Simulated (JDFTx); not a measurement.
Write the native input for JDFTx 1.7.0 (patched build) that does the following.

| Quantity | Value |
| --- | --- |
| Task | band structure |
| Functional | PBEsol |
| Potentials or basis | PseudoDojo-SR-PBEsol-0.4.1-standard with smoothed tails |
| Cutoff | 1333 eV |
| Density cutoff | 10667 eV |
| k mesh | 11 × 11 × 11 |
| Occupations | fermi-dirac, width 0.05 eV |
| Spin | collinear spin, ferromagnetic start |
| Starting moments | [1.0, 0.0] μB |
| Band ratio of the Davidson solver | 1.3 |
| Local potential set to -Z/r beyond | 6 bohr |
| Density cutoff over wavefunction cutoff | 8 |
| Max SCF steps | 30 |
| SCF threshold on the energy | 1e-06 Ha |
| Solver of the electrons | minimize |
| Further solve for the empty bands | no |
| Start | density of an earlier self-consistent run, held fixed |
| Path | G-X-W-K-G-L-U-W-L-K-U-X |

The system is NiO.

```
CELL_PARAMETERS angstrom
0.00000 2.08590 2.08590
2.08590 0.00000 2.08590
2.08590 2.08590 0.00000
ATOMIC_POSITIONS crystal
Ni 0.00000 0.00000 0.00000
O 0.50000 0.50000 0.50000
```

These files were run (other wordings do the same):

bands.in

```
lattice \
    0.0000000000     2.0859016414     2.0859016414 \
    2.0859016414     0.0000000000     2.0859016414 \
    2.0859016414     2.0859016414     0.0000000000
latt-scale 1.889726124626 1.889726124626 1.889726124626
coords-type Lattice
ion Ni     0.0000000000     0.0000000000     0.0000000000 1
ion O      0.5000000000     0.5000000000     0.5000000000 1

ion-species pseudo/Ni.upf
ion-species pseudo/O.upf
elec-cutoff 49 392
elec-ex-corr gga-PBEsol
elec-smearing Fermi 0.0018374661
elec-n-bands 19
spintype z-spin
initial-magnetic-moments Ni 1
elec-initial-magnetization 1.54978 yes
electronic-minimize nIterations 30 energyDiffThreshold 1e-06
davidson-band-ratio 1.3
forces-output-coords Cartesian
include path.kpoints
symmetries none
fix-electron-density run.$VAR

dump-name bands.$VAR
dump End Ecomponents EigStats BandEigs Kpoints Forces
```

path.kpoints

```
kpoint +0.0000000000 +0.0000000000 +0.0000000000 0.020000000000
kpoint +0.0714285714 +0.0000000000 +0.0714285714 0.020000000000
kpoint +0.1428571429 +0.0000000000 +0.1428571429 0.020000000000
kpoint +0.2142857143 +0.0000000000 +0.2142857143 0.020000000000
kpoint +0.2857142857 +0.0000000000 +0.2857142857 0.020000000000
kpoint +0.3571428571 +0.0000000000 +0.3571428571 0.020000000000
kpoint +0.4285714286 +0.0000000000 +0.4285714286 0.020000000000
kpoint +0.5000000000 +0.0000000000 +0.5000000000 0.020000000000
kpoint +0.5000000000 +0.0833333333 +0.5833333333 0.020000000000
kpoint +0.5000000000 +0.1666666667 +0.6666666667 0.020000000000
kpoint +0.5000000000 +0.2500000000 +0.7500000000 0.020000000000
kpoint +0.4375000000 +0.3125000000 +0.7500000000 0.020000000000
kpoint +0.3750000000 +0.3750000000 +0.7500000000 0.020000000000
kpoint +0.3281250000 +0.3281250000 +0.6562500000 0.020000000000
kpoint +0.2812500000 +0.2812500000 +0.5625000000 0.020000000000
kpoint +0.2343750000 +0.2343750000 +0.4687500000 0.020000000000
kpoint +0.1875000000 +0.1875000000 +0.3750000000 0.020000000000
kpoint +0.1406250000 +0.1406250000 +0.2812500000 0.020000000000
kpoint +0.0937500000 +0.0937500000 +0.1875000000 0.020000000000
kpoint +0.0468750000 +0.0468750000 +0.0937500000 0.020000000000
kpoint +0.0000000000 +0.0000000000 +0.0000000000 0.020000000000
kpoint +0.0833333333 +0.0833333333 +0.0833333333 0.020000000000
kpoint +0.1666666667 +0.1666666667 +0.1666666667 0.020000000000
kpoint +0.2500000000 +0.2500000000 +0.2500000000 0.020000000000
kpoint +0.3333333333 +0.3333333333 +0.3333333333 0.020000000000
kpoint +0.4166666667 +0.4166666667 +0.4166666667 0.020000000000
kpoint +0.5000000000 +0.5000000000 +0.5000000000 0.020000000000
kpoint +0.5250000000 +0.4500000000 +0.5250000000 0.020000000000
kpoint +0.5500000000 +0.4000000000 +0.5500000000 0.020000000000
kpoint +0.5750000000 +0.3500000000 +0.5750000000 0.020000000000
kpoint +0.6000000000 +0.3000000000 +0.6000000000 0.020000000000
kpoint +0.6250000000 +0.2500000000 +0.6250000000 0.020000000000
kpoint +0.5625000000 +0.2500000000 +0.6875000000 0.020000000000
kpoint +0.5000000000 +0.2500000000 +0.7500000000 0.020000000000
kpoint +0.5000000000 +0.2916666667 +0.7083333333 0.020000000000
kpoint +0.5000000000 +0.3333333333 +0.6666666667 0.020000000000
kpoint +0.5000000000 +0.3750000000 +0.6250000000 0.020000000000
kpoint +0.5000000000 +0.4166666667 +0.5833333333 0.020000000000
kpoint +0.5000000000 +0.4583333333 +0.5416666667 0.020000000000
kpoint +0.5000000000 +0.5000000000 +0.5000000000 0.020000000000
kpoint +0.4791666667 +0.4791666667 +0.5416666667 0.020000000000
kpoint +0.4583333333 +0.4583333333 +0.5833333333 0.020000000000
kpoint +0.4375000000 +0.4375000000 +0.6250000000 0.020000000000
kpoint +0.4166666667 +0.4166666667 +0.6666666667 0.020000000000
kpoint +0.3958333333 +0.3958333333 +0.7083333333 0.020000000000
kpoint +0.3750000000 +0.3750000000 +0.7500000000 0.020000000000
kpoint +0.6250000000 +0.2500000000 +0.6250000000 0.020000000000
kpoint +0.5833333333 +0.1666666667 +0.5833333333 0.020000000000
kpoint +0.5416666667 +0.0833333333 +0.5416666667 0.020000000000
kpoint +0.5000000000 +0.0000000000 +0.5000000000 0.020000000000
```

Potentials or basis: PseudoDojo-SR-PBEsol-0.4.1-standard with smoothed tails.

Command:

```console
$ jdftx -c 1 -i bands.in -o bands.out
```

Results of the run:

```
Band gap along the path : none (metal or under the smearing width)
```

Caveat: semilocal functionals often make such compounds metallic where correlation or magnetic order opens a gap, which also shifts bond lengths.

It took 18 s on 1 thread of Intel(R) Xeon(R) 6975P-C (Granite Rapids), on a shared host, peak memory 0.13 GiB.
